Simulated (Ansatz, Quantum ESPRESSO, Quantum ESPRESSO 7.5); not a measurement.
## 2 layers of Li in Mo(110), on the host's sites: ballistic transmission

Wanted: the transmission near the Fermi level and the conductance of this junction: 2 layers of Li in Mo(110), on the host's sites.

Calculated with Quantum ESPRESSO 7.5; plane-wave DFT, PBEsol, GBRV ultrasoft pseudopotentials (cross-check by Ansatz 0.2.0 with PAW datasets).

**1. The starting structure**

The cell holds 18 atoms: 16 Mo and 2 Li. Cell: a = 3.160 Å, b = 2.737 Å, c = 41.517 Å, α = 90.0°, β = 90.0°, γ = 54.7°. It derives from Mo. Regions: left lead, 8 atoms (8 Mo); channel, 2 atoms (2 Li); right lead, 8 atoms (8 Mo). The structure is stacked along c, and the current runs across the ab planes.

**2. SCF with pw.x**

One periodic cell holds a stretch of lead, the junction and more lead; the atoms stay as built.

scf.in reads:

```
&control
  prefix = 'scf'
  outdir = './out'
  pseudo_dir = './pseudo'
  calculation = 'scf'
  tprnfor = .true.
/
&system
  ibrav = 0
  nat = 18
  ntyp = 2
  ecutwfc = 40
  ecutrho = 200
  occupations = 'smearing'
  smearing = 'mv'
  degauss = 0.01
/
&electrons
  conv_thr = 1e-07
  mixing_beta = 0.25
  electron_maxstep = 120
  mixing_mode = 'local-TF'
/
ATOMIC_SPECIES
  Mo  95.9500  mo_pbesol_v1.uspp.F.UPF
  Li  6.9400  li_pbesol_v1.4.uspp.F.UPF
CELL_PARAMETERS angstrom
  3.16000000000000 0.00000000000000 0.00000000000000
  1.58000000000000 2.23445742854949 0.00000000000000
  0.00000000000000 0.00000000000000 41.51654251728716
ATOMIC_POSITIONS crystal
  Mo  0.000000000000 0.000000000000 0.000000000000
  Mo  0.500000000000 0.000000000000 0.053820893867
  Mo  0.000000000000 0.000000000000 0.107641787734
  Mo  0.500000000000 0.000000000000 0.161462681601
  Mo  0.000000000000 0.000000000000 0.215283575468
  Mo  0.500000000000 0.000000000000 0.269104469335
  Mo  0.000000000000 0.000000000000 0.322925363202
  Mo  0.500000000000 0.000000000000 0.376746257069
  Li  0.000000000000 0.000000000000 0.438373128535
  Li  0.500000000000 0.000000000000 0.507805977598
  Mo  0.000000000000 0.000000000000 0.569432849064
  Mo  0.500000000000 0.000000000000 0.623253742931
  Mo  0.000000000000 0.000000000000 0.677074636798
  Mo  0.500000000000 0.000000000000 0.730895530665
  Mo  0.000000000000 0.000000000000 0.784716424532
  Mo  0.500000000000 0.000000000000 0.838537318399
  Mo  0.000000000000 0.000000000000 0.892358212266
  Mo  0.500000000000 0.000000000000 0.946179106133
K_POINTS automatic
  9 11 1 0 0 0
```

Started as:

```
$ OMP_NUM_THREADS=1 mpirun -n 4 pw.x -nk 4 -in scf.in > scf.out
```

Output:

```text
Program PWSCF v.7.5 starts
[citation notice left out]

     Parallel version (MPI & OpenMP), running on       4 processor cores
     Number of MPI processes:                 4
     Threads/MPI process:                     1

     MPI processes distributed on     1 nodes
[...]
Current dimensions of program PWSCF are:
     Max number of different atomic species (ntypx) = 10
     Max number of k-points (npk) =  40000
     Max angular momentum in pseudopotentials (lmaxx) =  4
     Message from routine setup:
     using ibrav=0 with symmetry is DISCOURAGED, use correct ibrav instead

     K-points division:     npool     =       4
     Subspace diagonalization in iterative solution of the eigenvalue problem:
     a serial algorithm will be used

     G-vector sticks info
     --------------------
     sticks:   dense  smooth     PW     G-vecs:    dense   smooth      PW
     Sum         399     321    115                94507    67503   13635

     Using Slab Decomposition

     bravais-lattice index     =            0
     lattice parameter (alat)  =       5.9715  a.u.
     unit-cell volume          =    1978.2307 (a.u.)^3
     number of atoms/cell      =           18
     number of atomic types    =            2
     number of electrons       =       230.00
     number of Kohn-Sham states=          138
     kinetic-energy cutoff     =      40.0000  Ry
     charge density cutoff     =     200.0000  Ry
     scf convergence threshold =      1.0E-07
     mixing beta               =       0.2500
     number of iterations used =            8  local-TF  mixing
     Exchange-correlation= SLA  PW   PSX  PSC
                           (   1   4  10   8   0   0   0)

     celldm(1)=   5.971535  celldm(2)=   0.000000  celldm(3)=   0.000000
     celldm(4)=   0.000000  celldm(5)=   0.000000  celldm(6)=   0.000000

     crystal axes: (cart. coord. in units of alat)
               a(1) = (   1.000000   0.000000   0.000000 )
               a(2) = (   0.500000   0.707107   0.000000 )
               a(3) = (   0.000000   0.000000  13.138146 )

     reciprocal axes: (cart. coord. in units 2 pi/alat)
               b(1) = (  1.000000 -0.707107  0.000000 )
               b(2) = (  0.000000  1.414214  0.000000 )
               b(3) = (  0.000000  0.000000  0.076114 )

     PseudoPot. # 1 for Mo read from file:
     ./pseudo/mo_pbesol_v1.uspp.F.UPF
     Pseudo is Ultrasoft + core correction, Zval = 14.0
     Generated by new atomic code, or converted to UPF format
     Using radial grid of  889 points,  6 beta functions with:
                l(1) =   0
                l(2) =   0
                l(3) =   1
                l(4) =   1
                l(5) =   2
                l(6) =   2
     Q(r) pseudized with  6 coefficients,  rinner =    1.000   1.000   1.000
                                                       1.000   1.000

     PseudoPot. # 2 for Li read from file:
     ./pseudo/li_pbesol_v1.4.uspp.F.UPF
     Pseudo is Ultrasoft, Zval =  3.0
     Generated by new atomic code, or converted to UPF format
     Using radial grid of  751 points,  5 beta functions with:
                l(1) =   0
                l(2) =   0
                l(3) =   0
                l(4) =   1
                l(5) =   1
     Q(r) pseudized with 10 coefficients,  rinner =    1.150   1.150   1.150

     atomic species   valence    mass     pseudopotential
     Mo               14.00    95.95000     Mo( 1.00)
     Li                3.00     6.94000     Li( 1.00)

      4 Sym. Ops. (no inversion) found

   Cartesian axes

     site n.     atom                  positions (alat units)
         1        Mo     tau(   1) = (   0.0000000   0.0000000   0.0000000  )
         2        Mo     tau(   2) = (   0.5000000   0.0000000   0.7071068  )
         3        Mo     tau(   3) = (   0.0000000   0.0000000   1.4142136  )
         4        Mo     tau(   4) = (   0.5000000   0.0000000   2.1213203  )
         5        Mo     tau(   5) = (   0.0000000   0.0000000   2.8284271  )
         6        Mo     tau(   6) = (   0.5000000   0.0000000   3.5355339  )
         7        Mo     tau(   7) = (   0.0000000   0.0000000   4.2426407  )
         8        Mo     tau(   8) = (   0.5000000   0.0000000   4.9497475  )
         9        Li     tau(   9) = (   0.0000000   0.0000000   5.7594103  )
        10        Li     tau(  10) = (   0.5000000   0.0000000   6.6716293  )
        11        Mo     tau(  11) = (   0.0000000   0.0000000   7.4812921  )
        12        Mo     tau(  12) = (   0.5000000   0.0000000   8.1883989  )
        13        Mo     tau(  13) = (   0.0000000   0.0000000   8.8955057  )
        14        Mo     tau(  14) = (   0.5000000   0.0000000   9.6026125  )
        15        Mo     tau(  15) = (   0.0000000   0.0000000  10.3097192  )
        16        Mo     tau(  16) = (   0.5000000   0.0000000  11.0168260  )
        17        Mo     tau(  17) = (   0.0000000   0.0000000  11.7239328  )
        18        Mo     tau(  18) = (   0.5000000   0.0000000  12.4310396  )

     number of k points=    50  Marzari-Vanderbilt smearing, width (Ry)=  0.0100
                       cart. coord. in units 2pi/alat
        k(    1) = (   0.0000000   0.0000000   0.0000000), wk =   0.0202020
        k(    2) = (   0.0000000   0.1285649   0.0000000), wk =   0.0404040
        k(    3) = (   0.0000000   0.2571297   0.0000000), wk =   0.0404040
        k(    4) = (   0.0000000   0.3856946   0.0000000), wk =   0.0404040
        k(    5) = (   0.0000000   0.5142595   0.0000000), wk =   0.0404040
        k(    6) = (   0.0000000   0.6428243   0.0000000), wk =   0.0404040
        k(    7) = (   0.1111111  -0.0785674   0.0000000), wk =   0.0404040
        k(    8) = (   0.1111111   0.0499974   0.0000000), wk =   0.0404040
        k(    9) = (   0.1111111   0.1785623   0.0000000), wk =   0.0404040
        k(   10) = (   0.1111111   0.3071272   0.0000000), wk =   0.0404040
[...]
k(   50) = (   0.4444444  -0.4428345   0.0000000), wk =   0.0404040

     Dense  grid:    94507 G-vectors     FFT dimensions: (  27,  24, 360)

     Smooth grid:    67503 G-vectors     FFT dimensions: (  25,  24, 320)

     Estimated max dynamical RAM per process >     459.76 MB

     Estimated total dynamical RAM >       1.73 GB

     Check: negative core charge=   -0.000002

     Initial potential from superposition of free atoms

     starting charge     229.0830, renormalised to     230.0000

     negative rho (up, down):  2.184E-05 0.000E+00
     Starting wfcs are  218 randomized atomic wfcs

     total cpu time spent up to now is       20.6 secs

[...]
18.6740  18.8765  18.9247  18.9304  19.1154  19.1309  19.2433  19.2744
    19.2901  19.3030

          k = 0.0000 0.2571 0.0000 (  8339 PWs)   bands (ev):

   -42.9983 -42.9920 -42.9795 -42.9610 -42.9395 -42.9183 -42.8997 -42.8754
   -42.8467 -42.8234 -42.8048 -42.7900 -42.7775 -42.7685 -42.6287 -42.6287
   -27.3481 -27.3450 -17.6121 -17.5778 -17.5219 -17.4483 -17.3621 -17.2681
   -17.1697 -17.0636 -16.9635 -16.9541 -16.9415 -16.9198 -16.8878 -16.8839
   -16.8509 -16.8289 -16.8118 -16.8035 -16.7953 -16.7910 -16.7872 -16.7715
   -16.7225 -16.6837 -16.6822 -16.6761 -16.6759 -16.6731 -16.6705 -16.6701
   -16.6654 -16.6624 -16.6561 -16.6259 -16.6152 -16.5870 -16.5565 -16.5534
   -16.5248 -16.5063 -16.5033 -16.4793 -16.4575 -16.4176 -16.3907 -16.3907
   -16.3850 -16.3765  12.2093  12.3196  12.4926  12.7223  12.9937  13.2887
    13.5819  13.7107  13.7823  13.8464  13.9003  14.0074  14.0812  14.1291
    14.3131  14.3198  15.5353  15.6595  15.6747  15.7725  15.8363  15.8741
    15.9792  16.0317  16.0857  16.1432  16.2156  16.2500  16.2542  16.3163
    16.3346  16.4040  16.4191  16.5114  16.5921  16.6200  16.6280  16.6352
    16.6498  16.6715  16.7538  16.7585  16.8473  16.8527  16.8839  16.9762
    16.9795  17.0324  17.1271  17.1524  17.3190  17.5006  17.6572  17.7735
    17.7814  17.8423  17.9068  17.9704  17.9859  18.0531  18.0745  18.0769
    18.1119  18.2035  18.2882  18.3632  18.3944  18.4249  18.4306  18.4391
    18.5294  18.7044

          k = 0.0000 0.3857 0.0000 (  8342 PWs)   bands (ev):

   -42.9274 -42.9218 -42.9103 -42.8931 -42.8731 -42.8536 -42.8370 -42.8150
   -42.7886 -42.7672 -42.7503 -42.7373 -42.7261 -42.7181 -42.5712 -42.5712
   -27.3361 -27.3334 -17.4960 -17.4664 -17.4185 -17.3569 -17.2883 -17.2211
   -17.1709 -17.1680 -17.1672 -17.1597 -17.1497 -17.1378 -17.1371 -17.1163
   -17.1157 -17.0961 -17.0829 -17.0603 -17.0272 -16.9889 -16.9482 -16.9408
   -16.9371 -16.9354 -16.9304 -16.9246 -16.9159 -16.9059 -16.8681 -16.8549
   -16.8009 -16.7941 -16.7791 -16.7784 -16.7544 -16.7136 -16.7124 -16.6783
   -16.6482 -16.6288 -16.6288 -16.5490 -16.5181 -16.5181 -16.4786 -16.4240
   -16.3900 -16.3807  13.0556  13.1650  13.3353  13.5570  13.7630  13.8080
    13.8469  13.9727  14.0692  14.1504  14.2971  14.3628  14.4670  14.4902
    14.5068  14.5242  14.5309  14.5609  14.5995  14.6103  14.6695  14.9145
    15.1607  15.3634  15.4818  15.5769  15.6934  15.7113  15.8816  15.9073
    16.1373  16.1670  16.3297  16.4509  16.5391  16.6113  16.7079  16.8094
    16.8974  17.1926  17.5593  17.6621  17.6842  17.8169  17.8310  17.8529
    17.8531  17.8760  17.9114  17.9491  17.9492  17.9643  17.9826  18.0644
    18.1355  18.2904  18.3276  18.4243  18.5711  18.6158  18.6617  18.6687
    18.7449  18.9214  18.9229  18.9639  19.2458  19.2483  19.2647  19.3596
    19.3781  19.4810

          k = 0.0000 0.5143 0.0000 (  8418 PWs)   bands (ev):

   -42.8615 -42.8565 -42.8459 -42.8301 -42.8115 -42.7934 -42.7788 -42.7591
   -42.7347 -42.7152 -42.6999 -42.6884 -42.6786 -42.6715 -42.5176 -42.5176
   -27.3251 -27.3228 -17.5091 -17.5019 -17.4866 -17.4645 -17.4384 -17.4124
   -17.3875 -17.3842 -17.3638 -17.3515 -17.3309 -17.3178 -17.3051 -17.2625
   -17.2610 -17.2236 -17.2099 -17.1866 -17.1636 -17.1589 -17.1571 -17.1525
   -17.1194 -17.1129 -17.0708 -17.0614 -17.0436 -17.0321 -17.0268 -16.9740
   -16.9692 -16.9182 -16.8795 -16.8701 -16.8277 -16.7908 -16.7859 -16.7594
   -16.7391 -16.7001 -16.6327 -16.6327 -16.6172 -16.5400 -16.4730 -16.4212
   -16.3881 -16.3812  13.1259  13.2282  13.2386  13.2960  13.3913  13.3944
    13.4268  13.5266  13.5291  13.6034  13.6801  13.7093  13.8348  13.8706
    13.9308  14.0587  14.0728  14.1744  14.2369  14.2587  14.4540  14.4922
    14.5227  14.7948  15.1118  15.1266  15.2342  15.4328  15.4969  15.7054
    15.8883  16.0458  16.3223  16.4474  16.7258  16.9050  17.1866  17.4126
    17.4421  17.8329  17.8445  17.9512  18.3149  18.3213  18.5003  18.5103
    18.5235  18.7797  18.7894  19.0311  19.0607  19.0930  19.2508  19.3195
    19.4060  19.4708  19.4974  19.6535  19.7326  19.7329  19.8375  19.8697
    19.9277  20.1123  20.1970  20.3275  20.3510  20.3517  20.7062  20.7474
    20.7626  20.8427

          k = 0.0000 0.6428 0.0000 (  8448 PWs)   bands (ev):

   -42.8219 -42.8173 -42.8073 -42.7923 -42.7746 -42.7574 -42.7440 -42.7256
   -42.7025 -42.6841 -42.6698 -42.6592 -42.6502 -42.6436 -42.4854 -42.4854
   -27.3185 -27.3165 -17.7055 -17.6958 -17.6765 -17.6487 -17.6155 -17.5811
   -17.5431 -17.4988 -17.4530 -17.4123 -17.3776 -17.3464 -17.3247 -17.3142
   -17.3034 -17.2981 -17.2854 -17.2842 -17.2604 -17.2432 -17.2257 -17.2044
   -17.2011 -17.1854 -17.1787 -17.1424 -17.1100 -17.0975 -17.0437 -17.0333
   -16.9869 -16.9532 -16.9378 -16.8945 -16.8627 -16.8567 -16.8246 -16.8038
   -16.7704 -16.6998 -16.6998 -16.6873 -16.6075 -16.5335 -16.4691 -16.4193
   -16.3863 -16.3808  12.8355  12.8564  12.9125  12.9267  12.9506  13.0163
    13.0435  13.1037  13.1653  13.2099  13.3079  13.3564  13.4108  13.5214
    13.5934  13.6360  13.7040  13.7931  13.8335  13.9375  14.1204  14.1237
    14.3066  14.7253  14.8555  14.9807  15.1829  15.1843  15.4643  15.6805
    15.8152  16.2108  16.2314  16.7094  16.7830  17.2462  17.3594  17.8279
    17.9782  18.3524  18.3865  18.4448  18.4882  18.5382  18.6237  18.8276
    18.9509  19.0116  19.0931  19.2282  19.2959  19.3732  19.5258  19.6771
    19.7561  19.8365  19.9699  20.4072  20.4276  20.5640  20.7517  21.0096
    21.0113  21.4341  21.5070  21.6541  21.7041  21.7816  21.7895  21.8098
    21.9348  21.9576

[...]
the Fermi energy is    18.1059 ev

!    total energy              =   -2258.06333189 Ry
     estimated scf accuracy    <       0.00000002 Ry
     smearing contrib. (-TS)   =      -0.00020205 Ry
     internal energy E=F+TS    =   -2258.06312984 Ry

     The total energy is F=E-TS. E is the sum of the following terms:
     one-electron contribution =   -4754.69377559 Ry
     hartree contribution      =    2492.21539977 Ry
     xc contribution           =    -313.66643037 Ry
     ewald contribution        =     318.08167635 Ry

     convergence has been achieved in  31 iterations

     negative rho (up, down):  6.276E-04 0.000E+00

     Forces acting on atoms (cartesian axes, Ry/au):

     atom    1 type  1   force =     0.00000000   -0.00000000   -0.00020759
     atom    2 type  1   force =     0.00000000    0.00000000    0.00084025
     atom    3 type  1   force =     0.00000000    0.00000000   -0.00071764
     atom    4 type  1   force =     0.00000000    0.00000000   -0.00036250
     atom    5 type  1   force =     0.00000000    0.00000000    0.00124250
     atom    6 type  1   force =     0.00000000    0.00000000    0.00061411
     atom    7 type  1   force =     0.00000000    0.00000000    0.01040224
     atom    8 type  1   force =     0.00000000    0.00000000   -0.01062625
     atom    9 type  2   force =     0.00000000    0.00000000   -0.00950239
     atom   10 type  2   force =     0.00000000    0.00000000    0.00953677
     atom   11 type  1   force =     0.00000000    0.00000000    0.01061291
     atom   12 type  1   force =     0.00000000    0.00000000   -0.01041190
     atom   13 type  1   force =     0.00000000    0.00000000   -0.00061561
     atom   14 type  1   force =     0.00000000    0.00000000   -0.00124953
     atom   15 type  1   force =     0.00000000    0.00000000    0.00036243
     atom   16 type  1   force =     0.00000000    0.00000000    0.00071860
     atom   17 type  1   force =     0.00000000    0.00000000   -0.00084503
     atom   18 type  1   force =     0.00000000    0.00000000    0.00020863

     Total force =     0.025101     Total SCF correction =     0.001159

[...]
=------------------------------------------------------------------------------=
   JOB DONE.
=------------------------------------------------------------------------------=
```

Wall time 23 min (4 MPI ranks of Arm Neoverse V2, shared host); peak memory 2 GiB.

This step gave:

* free energy: -30722.5167 eV
* Fermi energy: 18.11 eV

The program's own clock; routines nest. Time by routine:

| routine | wall time (s) | calls |
| --- | --- | --- |
| PWSCF | 1407 | 1 |
| electrons | 1380 | 1 |
| c_bands | 1242 | 31 |
| cegterg | 1163 | 403 |
| h_psi | 608 | 2204 |
| fftw | 387.5 | 333060 |
| vloc_psi | 365.5 | 2204 |
| calbec | 169.8 | 2659 |
| sum_band | 128.8 | 31 |
| add_vuspsi | 118.1 | 2204 |
| s_psi | 117.9 | 2204 |
| h_psi:calbec | 117.8 | 2204 |
| cdiaghg | 45.42 | 2191 |
| init_run | 20.48 | 1 |

The run needed 31 iterations to bring the estimated error under 1e-07 Ry; the largest force on any atom, held or free, is 0.27 eV/Å.

(Part 1 of 5 ends here.)

[Logs are printed without paths, hosts, clocks, repeated set-up lines and the standing remarks that a program may print on its own settings, such as how far it seeks lower states.]

[Hosts, paths, dates, database ids (printed as entryN), source tags and the programs' standing remarks are cut or masked in the printed files.]

[Maps of the electrostatic potential energy from Ansatz leave out the sawtooth potential of an applied field or a dipole correction, so their vacuum need not be flat; planar profiles and work functions include it.]
